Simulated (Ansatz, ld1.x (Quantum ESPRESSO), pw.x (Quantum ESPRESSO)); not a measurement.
## Si (Z = 14): does the TM potential hold in the solid?

ld1.x (Quantum ESPRESSO) 7.5 input, shortened:

```
&input
   title='Si', zed=14., rel=1, dft='PBESOL', iswitch=3,
   config='[Ne] 3s2 3p2 3d-2'
 /
 &inputp
   pseudotype=2, tm=.true., lloc=0,
   nlcc=.false.
 /
3
3P  2  1   2.00   0.00  1.80  1.80  0.0
3D  3  2  -2.00   0.15  1.85  1.85  0.0
3S  1  0   2.00   0.00  1.75  1.75  0.0
 &test
   configts(1)='3s2 3p2'
 /
```

Atomic tests: cutoffs needed: 15 Ry and 40 Ry (the cutoffs (Ry, on a coarse ladder) from which the occupation-weighted sum of valence levels, in a spherical-Bessel basis at the reference potential, stays within 10 and 1 mRy of its value at 400 Ry); ghost test: no extra level below or beside the all-electron valence levels (p, d, s, f tested) (spherical-Bessel basis up to 400 Ry, 20 bohr box); largest excitation error: +78 meV (all-electron minus pseudo) for 3s1 3p0, out of 7 test configurations.

Crystal test: fcc Si in pw.x 7.5, no spin, 15³ k-points, Fermi–Dirac smearing 0.01 Ry, cutoffs 50/200 Ry. The reference is all-electron LAPW (Ansatz 0.2.0) with the same functional, mesh and smearing; V0 and B0 come from Birch–Murnaghan fits to the pressures at five volumes. Errors are pseudo minus all-electron; Δ is the rms difference of the E(V) curves that follow from these fits, minima aligned, over ±6 % about the mean V0. Mesh and smearing are coarse, so the numbers serve the comparison and aren't converged zero-temperature values; the lattice is a test structure that the element need not adopt.

```
V (Å³/atom)  P all-electron (GPa)  P pseudo (GPa)
     13.301                  5.73            5.68
     13.651                  2.91            2.86
     14.001                  0.43            0.39
     14.351                 -1.75           -1.78
     14.701                 -3.67           -3.70
```

All-electron: a0 = 3.832 Å (V0 = 14.07 Å³/atom), B0 = 91.1 GPa.

Pseudopotential: mean pressure error (GPa): -0.04; a0 (Å): 3.831; a0 error (%): -0.01; B0 error (%): +0.0; Δ (meV/atom): 0.1.

Task: At the middle volume, how do free energy and pressure move when the wave cutoff is lowered (ecutrho kept at four times it)?

Result:

| cutoff (Ry) | shift of F (meV/atom) | shift of P (GPa) |
| --- | --- | --- |
| 22 | +91.4 | -0.59 |
| 30 | +36.0 | -1.33 |
| 40 | +2.4 | -0.28 |

The run at the middle volume (120 k-points, 5 iterations) took about 4.5 s on one core of a shared host (Neoverse-V2, 48 threads, 185 GiB, load 28).
